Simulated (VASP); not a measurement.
KI:

```
I K
1.0
     0.00000    3.53277    3.53277
     3.53277    0.00000    3.53277
     3.53277    3.53277    0.00000
I K
1 1
Direct
  0.50000 0.50000 0.50000
  0.00000 0.00000 0.00000
```

Base run:

| Property | Result |
| --- | --- |
| Program | VASP 6.6.1 |
| Functional | r2SCAN |
| Potentials or basis | VASP PAW PBE potentials, release 64 (I, K_sv) |
| Cutoff | 520 eV |
| k mesh | 6 × 6 × 6 |
| Occupations | gaussian, width 0.02 eV |
| Spin | spin-orbit coupling, no magnetisation |

Its results: pressure 0.2 GPa.

**Question.** The run is repeated on the same cell with these changes: functional from r2SCAN to PBE; further incar settings from ALGO = Normal; EDIFF = 1e-07 to ALGO = Fast; EDIFF = 1e-07. What comes out?

**Answer.** Pressure 0.6 GPa.

Caveats: the PAW data sets were made with another functional, which shifts forces and pressure a little (some runs).

Not every run made on this cell is shown here.
